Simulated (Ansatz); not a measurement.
**Lattice dynamics at Γ of BaS (rocksalt)**

Perturbation theory with PBEsol in Ansatz on the PBEsol cell, ground state and force constants on a 6×6×6 mesh. Spin-unpolarised throughout; all numbers are computed.

The symmetry is Fm-3m (No. 225, cubic); a = 6.334 Å in the conventional setting, 31.76 Å³ an atom. Ba is surrounded by 6 S at 3.17 Å; S is surrounded by 6 Ba at 3.17 Å.

```
CELL_PARAMETERS angstrom
0.00000 3.16700 3.16700
3.16700 0.00000 3.16700
3.16700 3.16700 0.00000
ATOMIC_POSITIONS crystal
Ba 0.00000 0.00000 0.00000
S 0.50000 0.50000 0.50000
```

Optical modes without the longitudinal term:
```json
{"ω (cm⁻¹)": "144", "degeneracy": "3", "IR intensity, summed over the level ((D/Å)²/amu)": "18.22"}
```

The optical mode at Γ lies at 144 cm⁻¹ without the longitudinal term. With the long-range field the highest mode reaches 248 cm⁻¹.

The electronic dielectric tensor ε∞ is 4.99 in all directions. With the ions relaxed, ε⁰ is 14.8 in all directions. Born charges, averaged over directions: Ba +2.62, S -2.62 e.

With one polar mode in a cubic crystal the Lyddane-Sachs-Teller relation applies: (ω_LO/ω_TO)² = (248.4/144.2)² = 2.965, and ε⁰/ε∞ = 14.784/4.986 = 2.965. The refractive index √ε∞ is 2.23.

For comparison, on the r2SCAN cell the mean ε∞ is 4.38 with r2SCAN (ground state on 6×6×6; least gap 2.58 eV), 4.75 with PBE (ground state on 6×6×6; least gap 2.23 eV).

The runs are scalar-relativistic, without spin-orbit coupling.
